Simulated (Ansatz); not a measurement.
**Residual resistivity of an alloy: Al(111) with 4 layers of random Al-W, 2x2**

How strongly does chemical disorder scatter in Al(111) with 4 layers of random Al-W, 2x2?

Main program and level: Ansatz 0.2.0; Ansatz plane-wave DFT, PBE, PAW files; ballistic transport by layer matching (Landauer), zero bias; PAW set soft_1.

### Step 1. The starting structure

The cell holds 40 atoms: 32 Al and 8 W. Cell: a = 5.725 Å, b = 5.725 Å, c = 23.429 Å, α = 93.5°, β = 86.5°, γ = 120.0°. It derives from Al. Regions: lead, 24 atoms (24 Al); scattering region, 16 atoms (8 W and 8 Al). The structure is stacked along c, and the current runs across the ab planes.

### Step 2. With 4 alloy layers

In 4 layers a share of 0.5 of the sites is given to W at random. The layers about the cell's end stay perfect and serve as the lead. Disorder leaves little or no symmetry, which makes such runs dear. Energies from -0.05 to 0.05 eV in steps of 0.05 eV are too few for the program's thermal sum, so it prints no conductance; for a metal the transmission near the Fermi level serves, at a fraction of the cost.

Input file input.yaml:

```yaml
crystal:
  lattice:
    - [5.7246940741, 0.0, 0.0]
    - [-2.862347037, 4.957730497, 0.0]
    - [1.4311735185, -0.8262884162, 23.3709656917]
  atoms:
    - { symbol: Al, position: [0.9916666667, 0.0083333333, 0.05] }
    - { symbol: Al, position: [0.9916666667, 0.5083333333, 0.05] }
    - { symbol: Al, position: [0.4916666667, 0.0083333333, 0.05] }
    - { symbol: Al, position: [0.4916666667, 0.5083333333, 0.05] }
    - { symbol: Al, position: [0.1416666667, 0.3583333333, 0.15] }
    - { symbol: Al, position: [0.1416666667, 0.8583333333, 0.15] }
    - { symbol: Al, position: [0.6416666667, 0.3583333333, 0.15] }
    - { symbol: Al, position: [0.6416666667, 0.8583333333, 0.15] }
    - { symbol: Al, position: [0.2916666667, 0.2083333333, 0.25] }
    - { symbol: Al, position: [0.2916666667, 0.7083333333, 0.25] }
    - { symbol: Al, position: [0.7916666667, 0.2083333333, 0.25] }
    - { symbol: Al, position: [0.7916666667, 0.7083333333, 0.25] }
    - { symbol: W, position: [0.9416666667, 0.0583333333, 0.35] }
    - { symbol: Al, position: [0.9416666667, 0.5583333333, 0.35] }
    - { symbol: Al, position: [0.4416666667, 0.0583333333, 0.35] }
    - { symbol: Al, position: [0.4416666667, 0.5583333333, 0.35] }
    - { symbol: W, position: [0.0916666667, 0.4083333333, 0.45] }
    - { symbol: Al, position: [0.0916666667, 0.9083333333, 0.45] }
    - { symbol: W, position: [0.5916666667, 0.4083333333, 0.45] }
    - { symbol: W, position: [0.5916666667, 0.9083333333, 0.45] }
    - { symbol: W, position: [0.2416666667, 0.2583333333, 0.55] }
    - { symbol: Al, position: [0.2416666667, 0.7583333333, 0.55] }
    - { symbol: Al, position: [0.7416666667, 0.2583333333, 0.55] }
    - { symbol: Al, position: [0.7416666667, 0.7583333333, 0.55] }
    - { symbol: W, position: [0.8916666667, 0.1083333333, 0.65] }
    - { symbol: W, position: [0.8916666667, 0.6083333333, 0.65] }
    - { symbol: Al, position: [0.3916666667, 0.1083333333, 0.65] }
    - { symbol: W, position: [0.3916666667, 0.6083333333, 0.65] }
    - { symbol: Al, position: [0.0416666667, 0.4583333333, 0.75] }
    - { symbol: Al, position: [0.0416666667, 0.9583333333, 0.75] }
    - { symbol: Al, position: [0.5416666667, 0.4583333333, 0.75] }
    - { symbol: Al, position: [0.5416666667, 0.9583333333, 0.75] }
    - { symbol: Al, position: [0.1916666667, 0.3083333333, 0.85] }
    - { symbol: Al, position: [0.1916666667, 0.8083333333, 0.85] }
    - { symbol: Al, position: [0.6916666667, 0.3083333333, 0.85] }
    - { symbol: Al, position: [0.6916666667, 0.8083333333, 0.85] }
    - { symbol: Al, position: [0.8416666667, 0.1583333333, 0.95] }
    - { symbol: Al, position: [0.8416666667, 0.6583333333, 0.95] }
    - { symbol: Al, position: [0.3416666667, 0.1583333333, 0.95] }
    - { symbol: Al, position: [0.3416666667, 0.6583333333, 0.95] }
kpoints:
  mp_grid: { grid: [5, 5, 1] }
hamiltonian:
  xc: pbe
  pseudopotentials: { kind: paw, azcp: { folder: soft_1 } }
scf:
  occupations: { method: fermi_dirac, width: 0.1 }
output:
  transmission:
    leads: [[0, 4]]
    kmesh: [10, 10]
    e_range: [-0.05, 0.05]
    de: 0.05
  write_potential: true
  write_density: true
  volumetric_format: npy
```

The run is started by

```
$ ansatz run input.yaml --threads 4 --pin off --max-ram 15360MiB --backend cpu --events-out ev --progress --plain --runs-dir out
```

Numbers of over 12 decimals in the logs are rounded to 6 here.

Output:

```text
Engine: ansatz 0.2.0, aarch64-unknown-linux-gnu
Pseudopotentials: kind: paw
Pseudopotential: Al, paw, valence charge 3, recommended cutoff 420 eV (normal), soft_1/Al.paw.azcp
Pseudopotential: W, paw, valence charge 14, recommended cutoff 420 eV (normal), soft_1/W.paw.azcp
Functional definition: PBE
  parameter kappa = 0.804
  parameter beta = 0.066725
  exchange = pbe_x(kappa = kappa, mu = beta*pi^2/3)
  correlation = pbe_c(beta = beta)
Crystal: 40 atoms, lattice volume = 663.303 Å³
Basis set: ecut = 420 eV, 13043 PW (Γ)
Bands: 144, of which v1, the nominal top of the filled ones, is band 104 counted from 1 (103 counted from 0)
Symmetry: 1 space group operations
Space group: P1 (ITA 1), of the structure as read, at distance tolerance 8.7e-5 Å
k-points: 13 of 25 (time reversal used)
Non-local potential: Al, projectors of the file, l = 0: 2, l = 1: 2, l = 2: 1
Non-local potential: W, projectors of the file, l = 0: 3, l = 1: 2, l = 2: 2, l = 3: 1
PAW form: soft (Blöchl's): semilocal exchange-correlation on the pseudo side does not see the compensation charge
PAW one-centre angular grid: Al, 110 points (default); XC on 64 Gauss nodes
PAW one-centre angular grid: W, 590 points (default); XC on 64 Gauss nodes
Initial density: superposition of atomic densities (chi_scale 0.1, normalization cell, long waves of neutral atoms (reshape's long-wave potential 10.23 eV rms, cloud 2.83 Å wide))
Initial wavefunctions: pseudopotential atomic-orbital guess
Functional: x = pbe(κ = 0.804, μ = 0.219515), c = pbe(β = 0.066725)
SCF iter   1: F=—  HF=-100295.357529 eV  |F-HF|=—  |Δ(HF+E_count)|=         —  Δρ=5.72e-2  dr2=1.74e2  ethr=3.10e-3  ⟨swp⟩=6.1  Hψ=7751  notcnv=0
preconditioner: auto → Kerker (q_TF=auto, 2.249 Å⁻¹)  [metal: Δε(μ)=0.026 eV  Ē_g=5.942 eV  σ=0.100 eV  W_gap=0.06  n_scr=122 (ndim 8)  ℏωp=17.3 eV  f_vac=0.000  D(μ)=21.43/eV (n_scr^D=152)]
SCF iter   2: F=—  HF=-100288.452357 eV  |F-HF|=—  |Δ(HF+E_count)|=    6.91e0  Δρ=2.96e-2  dr2=3.16e1  ethr=3.10e-3  ⟨swp⟩=2.9  Hψ=3296  notcnv=0  defer=38
SCF iter   3: F=—  HF=-100286.248182 eV  |F-HF|=—  |Δ(HF+E_count)|=    2.20e0  Δρ=5.07e-3  dr2=1.10e0  ethr=3.10e-3  ⟨swp⟩=3.5  Hψ=3650  notcnv=0  defer=38
SCF iter   4: F=—  HF=-100286.192957 eV  |F-HF|=—  |Δ(HF+E_count)|=   5.52e-2  Δρ=2.01e-3  dr2=1.35e-1  ethr=5.27e-4  ⟨swp⟩=1.5  Hψ=2068  notcnv=0  defer=38
SCF iter   5: F=—  HF=-100286.184401 eV  |F-HF|=—  |Δ(HF+E_count)|=   8.56e-3  Δρ=5.87e-4  dr2=1.45e-2  ethr=6.50e-5  ⟨swp⟩=1.0  Hψ=1832  notcnv=0  defer=38
SCF iter   6: F=—  HF=-100286.183609 eV  |F-HF|=—  |Δ(HF+E_count)|=   7.92e-4  Δρ=6.83e-5  dr2=2.96e-4  ethr=6.96e-6  ⟨swp⟩=1.0  Hψ=1832  notcnv=0  defer=38
SCF iter   7: F=—  HF=-100286.183621 eV  |F-HF|=—  |Δ(HF+E_count)|=   1.16e-5  Δρ=1.09e-5  dr2=7.11e-6  ethr=1.42e-7  ⟨swp⟩=1.8  Hψ=1895  notcnv=0  defer=38
SCF iter   8: F=—  HF=-100286.183724 eV  |F-HF|=—  |Δ(HF+E_count)|=   1.04e-4  Δρ=3.64e-6  dr2=1.07e-6  ethr=3.42e-9  ⟨swp⟩=2.1  Hψ=2309  notcnv=0  defer=38
SCF iter   9: F=-100286.183724 eV  HF=-100286.183724 eV  |F-HF|=1.74e-8  |Δ(HF+E_count)|=   1.60e-8  Δρ=1.08e-6  dr2=1.96e-8  ethr=4.81e-11  ⟨swp⟩=11.6  Hψ=6074  notcnv=0
SCF 1 converged in 9 iterations: F = -100286.183724 eV  dr2 = 1.96e-8
  greatest PAW one-centre occupation: 0.999 electrons in one spin orbital (limit 2), on the W atom at site 16 (counted from 0), in its partial waves of l = 0
transmission: 154 of 1508 steps passed
transmission: 304 of 1508 steps passed
[...]
transmission: 1508 of 1508 steps passed
SCF converged after 9 iterations
Free energy (F): -100286.183724 eV
Harris-Foulkes:  -100286.183724 eV  (|F-HF|=1.74e-8)
Internal energy: -100285.488552 eV  (E = F + TS)
E sigma→0 (E₀):  -100285.836138 eV
Entropy (-TS):   -0.695173 eV (-17.379 meV/atom)
Fermi energy:    10.508136 eV
--- Per-component energies (eV) ---
  E_band       = -1393.170034
  E_kinetic    = 4071.490352
  E_local      = -44963.137783  (includes V_loc(G=0)·N_el)
  E_nonlocal   = 116.100730
  E_hartree    = 21779.621700
  E_xc         = -3336.202794
  E_vxc        = -2769.504179  (∫ρ·V_xc dr)
  E_paw        = -83641.289480  (= ΣΔE_a)
  E_vpaw       = -1407.337675  (= ΣTr[D̂ρ^β])
  E_aug_tail   = 0.001159  (compensation charges beyond the density's cutoff)
  E_ewald      = 5687.927566
  E_smearing   = -0.695173  (= −TS)
  E_closure    = -0.000000  (closes the sum)
  Σ components = -100286.183724   (vs F -100286.183724, Δ=0.00e0)
--- Band table (eV; the first three rows and the last of 13) ---
  k-point 0: bands = [... 100 lower, 9.9101, 9.9778, 10.0547, 10.2259, 10.2662, 10.3501, 10.4863, 10.7182, ... 36 higher]
  k-point 1: bands = [... 100 lower, 9.9752, 10.0591, 10.1113, 10.2428, 10.3851, 10.4707, 10.6133, 10.7865, ... 36 higher]
  k-point 2: bands = [... 100 lower, 10.2821, 10.3311, 10.5062, 10.5754, 10.6432, 10.6699, 10.7275, 10.8188, ... 36 higher]
  k-point 12: bands = [... 100 lower, 10.1594, 10.2766, 10.3899, 10.4308, 10.5816, 10.6201, 10.6865, 10.7250, ... 36 higher]
--- Transmission ---
  basis      : 253 plane waves across, 29 finite elements along
  points     : 52, standing for a mesh of 10 x 10
  energies   : 3 from -0.050000 to 0.050000 eV about the Fermi level, 0.050000 eV apart; the leads are filled to 0.000000 eV, and channels, transmission and decay are at 0.000000 eV
  crystal 0  : Al4, at the sites [0, 4], period 2.3371 Å, over 14.02 Å; its Hamiltonian steps by up to 36.1 meV: too much for a lead, lay more layers or, if its atoms are ordered, name the step of that order
    offset         : up to 0.0000 Å between an atom of the period and one for which it stands
    channels       : 5.590000e0 a spin
    conductance    : none, the energies end too early or step too widely for 300 K: set another output.transmission.e_range or a lower de, or, where they end at an eighth of basis.ecutwfc, a higher one
  junction   : crystal 0 to crystal 0, 0.70 to 21.73 Å
    transmission   : 1.612509e0 a spin
    conductance    : none, the energies end too early or step too widely for 300 K: set another output.transmission.e_range or a lower de, or, where they end at an eighth of basis.ecutwfc, a higher one
```

It took 6 min on 4 threads of Arm Neoverse V2, shared host; peak memory 2.4 GiB.

The column dr2 measures how far the density is from self-consistency, as an energy; F and HF (Harris–Foulkes) agree once it is small.

This step gave:

```yaml
free_energy: -100286.1837 eV
energy_at_zero_smearing: -100285.8361 eV
fermi_energy: 10.51 eV
cell_area: 28.38 Å²
transmission_per_spin_nearest_the_fermi_level: 1.613
open_channels_per_spin_nearest_the_fermi_level: 5.59
step_of_the_lead_s_potential: 36.1 meV
```

Per spin. Table of transmission, zone mean by energy, zero at the Fermi level:

| energy (eV) | transmission, zone mean |
| --- | --- |
| -0.0500 | 1.58 |
| 0.0000 | 1.61 |
| 0.0500 | 1.65 |

Per spin. Table of open channels, zone mean, lead by energy, zero at the Fermi level:

| energy (eV) | open channels, zone mean, lead |
| --- | --- |
| -0.0500 | 5.29 |
| 0.0000 | 5.59 |
| 0.0500 | 5.59 |

Transmission over k1 and k2. At 0.0000 eV from the Fermi level.

Values, 10 rows by 10 columns:
```
1.84 2.42 1.85 1.71 1.77 1.52 1.67 0.67 1.72 1.48
1.33 2.02 2.04 1.46 1.21 1.53 1.57 1.15 1.32 1.42
1.17 1.69 1.78 1.72 1.61 1.61 1.81 1.62 1.32 1.01
1.32 2.00 1.63 1.49 1.75 1.61 1.59 1.68 1.67 1.55
1.31 1.84 1.67 1.91 1.82 1.98 1.82 1.91 1.67 1.84
1.32 1.55 1.67 1.68 1.59 1.61 1.75 1.49 1.63 2.00
1.17 1.01 1.32 1.62 1.81 1.61 1.61 1.72 1.78 1.69
1.33 1.42 1.32 1.15 1.57 1.53 1.21 1.46 2.04 2.02
1.84 1.48 1.72 0.67 1.67 1.52 1.77 1.71 1.85 2.42
2.46 2.32 1.47 1.04 1.65 1.36 1.65 1.04 1.47 2.32
```
Columns: k1 (b1) from -0.5 to 0.4; rows upwards: k2 (b2) from -0.5 to 0.4.

Open channels over k1 and k2. At 0.0000 eV from the Fermi level.

Values, 10 rows by 10 columns:
```
5.00 6.00 6.00 8.00 6.00 6.00 5.00 3.00 4.00 3.00
4.00 6.00 5.00 7.00 7.00 5.00 6.00 4.00 4.00 4.00
4.00 8.00 7.00 7.00 7.00 7.00 7.00 8.00 4.00 3.00
5.00 6.00 7.00 7.00 6.00 6.00 7.00 7.00 6.00 5.00
4.00 6.00 5.00 7.00 6.00 7.00 6.00 7.00 5.00 6.00
5.00 5.00 6.00 7.00 7.00 6.00 6.00 7.00 7.00 6.00
4.00 3.00 4.00 8.00 7.00 7.00 7.00 7.00 7.00 8.00
4.00 4.00 4.00 4.00 6.00 5.00 7.00 7.00 5.00 6.00
5.00 3.00 4.00 3.00 5.00 6.00 6.00 8.00 6.00 6.00
4.00 5.00 4.00 4.00 5.00 4.00 5.00 4.00 4.00 5.00
```
Columns: k1 (b1) from -0.5 to 0.4; rows upwards: k2 (b2) from -0.5 to 0.4.

Over the solved energies the transmission per spin lies between 1.58 and 1.65, out of 5.49 channels of the lead on average (up to 5.59). The log calls the step of a lead's potential too much.

### Step 3. With 8 alloy layers

In 8 layers a share of 0.5 of the sites is given to W at random. A fresh draw is used; the growth of the resistance with length is what counts.

System of this step: Al(111) with 8 layers of random Al-W, 2x2. The cell holds 56 atoms: 40 Al and 16 W. Cell: a = 5.725 Å, b = 5.725 Å, c = 32.761 Å, α = 87.5°, β = 92.5°, γ = 120.0°. It derives from Al. Regions: lead, 24 atoms (24 Al); scattering region, 32 atoms (16 Al and 16 W). The structure is stacked along c, and the current runs across the ab planes.

Input file input.yaml:

```yaml
crystal:
  lattice:
    - [5.7246940741, 0.0, 0.0]
    - [-2.862347037, 4.957730497, 0.0]
    - [-1.4311735185, 0.8262884162, 32.7193519684]
  atoms:
    - { symbol: Al, position: [0.005952381, 0.994047619, 0.0357142857] }
    - { symbol: Al, position: [0.005952381, 0.494047619, 0.0357142857] }
    - { symbol: Al, position: [0.505952381, 0.994047619, 0.0357142857] }
    - { symbol: Al, position: [0.505952381, 0.494047619, 0.0357142857] }
    - { symbol: Al, position: [0.1845238095, 0.3154761905, 0.1071428571] }
    - { symbol: Al, position: [0.1845238095, 0.8154761905, 0.1071428571] }
    - { symbol: Al, position: [0.6845238095, 0.3154761905, 0.1071428571] }
    - { symbol: Al, position: [0.6845238095, 0.8154761905, 0.1071428571] }
    - { symbol: Al, position: [0.3630952381, 0.1369047619, 0.1785714286] }
    - { symbol: Al, position: [0.3630952381, 0.6369047619, 0.1785714286] }
    - { symbol: Al, position: [0.8630952381, 0.1369047619, 0.1785714286] }
    - { symbol: Al, position: [0.8630952381, 0.6369047619, 0.1785714286] }
    - { symbol: Al, position: [0.0416666667, 0.9583333333, 0.25] }
    - { symbol: Al, position: [0.0416666667, 0.4583333333, 0.25] }
    - { symbol: Al, position: [0.5416666667, 0.9583333333, 0.25] }
    - { symbol: W, position: [0.5416666667, 0.4583333333, 0.25] }
    - { symbol: W, position: [0.2202380952, 0.2797619048, 0.3214285714] }
    - { symbol: Al, position: [0.2202380952, 0.7797619048, 0.3214285714] }
    - { symbol: W, position: [0.7202380952, 0.2797619048, 0.3214285714] }
    - { symbol: Al, position: [0.7202380952, 0.7797619048, 0.3214285714] }
    - { symbol: W, position: [0.3988095238, 0.1011904762, 0.3928571429] }
    - { symbol: W, position: [0.3988095238, 0.6011904762, 0.3928571429] }
    - { symbol: Al, position: [0.8988095238, 0.1011904762, 0.3928571429] }
    - { symbol: W, position: [0.8988095238, 0.6011904762, 0.3928571429] }
    - { symbol: Al, position: [0.0773809524, 0.9226190476, 0.4642857143] }
    - { symbol: Al, position: [0.0773809524, 0.4226190476, 0.4642857143] }
    - { symbol: Al, position: [0.5773809524, 0.9226190476, 0.4642857143] }
    - { symbol: W, position: [0.5773809524, 0.4226190476, 0.4642857143] }
    - { symbol: W, position: [0.255952381, 0.244047619, 0.5357142857] }
    - { symbol: W, position: [0.255952381, 0.744047619, 0.5357142857] }
    - { symbol: W, position: [0.755952381, 0.244047619, 0.5357142857] }
    - { symbol: W, position: [0.755952381, 0.744047619, 0.5357142857] }
    - { symbol: Al, position: [0.4345238095, 0.0654761905, 0.6071428571] }
    - { symbol: Al, position: [0.4345238095, 0.5654761905, 0.6071428571] }
    - { symbol: W, position: [0.9345238095, 0.0654761905, 0.6071428571] }
    - { symbol: W, position: [0.9345238095, 0.5654761905, 0.6071428571] }
    - { symbol: W, position: [0.1130952381, 0.8869047619, 0.6785714286] }
    - { symbol: Al, position: [0.1130952381, 0.3869047619, 0.6785714286] }
    - { symbol: Al, position: [0.6130952381, 0.8869047619, 0.6785714286] }
    - { symbol: Al, position: [0.6130952381, 0.3869047619, 0.6785714286] }
    - { symbol: Al, position: [0.2916666667, 0.2083333333, 0.75] }
    - { symbol: Al, position: [0.2916666667, 0.7083333333, 0.75] }
    - { symbol: W, position: [0.7916666667, 0.2083333333, 0.75] }
    - { symbol: W, position: [0.7916666667, 0.7083333333, 0.75] }
    - { symbol: Al, position: [0.4702380952, 0.0297619048, 0.8214285714] }
    - { symbol: Al, position: [0.4702380952, 0.5297619048, 0.8214285714] }
    - { symbol: Al, position: [0.9702380952, 0.0297619048, 0.8214285714] }
    - { symbol: Al, position: [0.9702380952, 0.5297619048, 0.8214285714] }
    - { symbol: Al, position: [0.1488095238, 0.8511904762, 0.8928571429] }
    - { symbol: Al, position: [0.1488095238, 0.3511904762, 0.8928571429] }
    - { symbol: Al, position: [0.6488095238, 0.8511904762, 0.8928571429] }
    - { symbol: Al, position: [0.6488095238, 0.3511904762, 0.8928571429] }
    - { symbol: Al, position: [0.3273809524, 0.1726190476, 0.9642857143] }
    - { symbol: Al, position: [0.3273809524, 0.6726190476, 0.9642857143] }
    - { symbol: Al, position: [0.8273809524, 0.1726190476, 0.9642857143] }
    - { symbol: Al, position: [0.8273809524, 0.6726190476, 0.9642857143] }
kpoints:
  mp_grid: { grid: [5, 5, 1] }
hamiltonian:
  xc: pbe
  pseudopotentials: { kind: paw, azcp: { folder: soft_1 } }
scf:
  occupations: { method: fermi_dirac, width: 0.1 }
output:
  transmission:
    leads: [[0, 4]]
    kmesh: [10, 10]
    e_range: [-0.05, 0.05]
    de: 0.05
  write_potential: true
  write_density: true
  volumetric_format: npy
```

Output:

```text
[...]
Crystal: 56 atoms, lattice volume = 928.624 Å³
Basis set: ecut = 420 eV, 18271 PW (Γ)
Bands: 228, of which v1, the nominal top of the filled ones, is band 172 counted from 1 (171 counted from 0)
Symmetry: 1 space group operations
[...]
k-points: 13 of 25 (time reversal used)
[...]
SCF iter   1: F=—  HF=-187682.414274 eV  |F-HF|=—  |Δ(HF+E_count)|=         —  Δρ=5.31e-2  dr2=1.04e2  ethr=3.10e-3  ⟨swp⟩=6.0  Hψ=11704  notcnv=0  defer=2
[...]
SCF iter   8: F=-187671.650893 eV  HF=-187671.650893 eV  |F-HF|=6.92e-8  |Δ(HF+E_count)|=   9.86e-8  Δρ=2.02e-6  dr2=8.73e-8  ethr=2.91e-11  ⟨swp⟩=11.7  Hψ=9732  notcnv=0
SCF 1 converged in 8 iterations: F = -187671.650893 eV  dr2 = 8.73e-8
[...]
transmission: 214 of 2132 steps passed
transmission: 428 of 2132 steps passed
[...]
transmission: 2132 of 2132 steps passed
SCF converged after 8 iterations
Free energy (F): -187671.650893 eV
[...]
Internal energy: -187670.614781 eV  (E = F + TS)
E sigma→0 (E₀):  -187671.132837 eV
Entropy (-TS):   -1.036112 eV (-18.502 meV/atom)
Fermi energy:    11.620229 eV
[...]
--- Band table (eV; the first three rows and the last of 13) ---
  k-point 0: bands = [... 168 lower, 11.1940, 11.2054, 11.2825, 11.3413, 11.3899, 11.5631, 11.5695, 11.6718, ... 52 higher]
  k-point 1: bands = [... 168 lower, 11.2729, 11.3569, 11.4088, 11.4686, 11.5531, 11.6224, 11.6670, 11.7098, ... 52 higher]
  k-point 2: bands = [... 168 lower, 11.5161, 11.5476, 11.6453, 11.6949, 11.7304, 11.7804, 11.8534, 11.8966, ... 52 higher]
  k-point 12: bands = [... 168 lower, 11.3926, 11.4321, 11.5416, 11.6092, 11.6388, 11.7169, 11.7464, 11.8031, ... 52 higher]
--- Transmission ---
  basis      : 253 plane waves across, 41 finite elements along
  points     : 52, standing for a mesh of 10 x 10
[...]
channels       : 5.590000e0 a spin
[...]
junction   : crystal 0 to crystal 0, 0.70 to 31.08 Å
    transmission   : 1.092904e0 a spin
[...]
```

Elapsed: 9.1 min, on 4 threads; peak memory 4.8 GiB; 36 min of CPU time.

This step gave:

```yaml
free_energy: -187671.6509 eV
energy_at_zero_smearing: -187671.1328 eV
fermi_energy: 11.62 eV
transmission_per_spin_nearest_the_fermi_level: 1.093
step_of_the_lead_s_potential: 28 meV
```

Per spin. Table of transmission, zone mean by energy, zero at the Fermi level:

| energy (eV) | transmission, zone mean |
| --- | --- |
| -0.0500 | 1.03 |
| 0.0000 | 1.09 |
| 0.0500 | 1.10 |

Over the solved energies the transmission per spin lies between 1.03 and 1.10, out of 5.53 channels of the lead on average (up to 5.59). The log calls the step of a lead's potential too much.

(Continued in part 2 of 2.)

[Logs are printed without paths, hosts, clocks, repeated set-up lines and the standing remarks that a program may print on its own settings, such as how far it seeks lower states.]

[Hosts, paths, dates, database ids (printed as entryN), source tags and the programs' standing remarks are cut or masked in the printed files.]
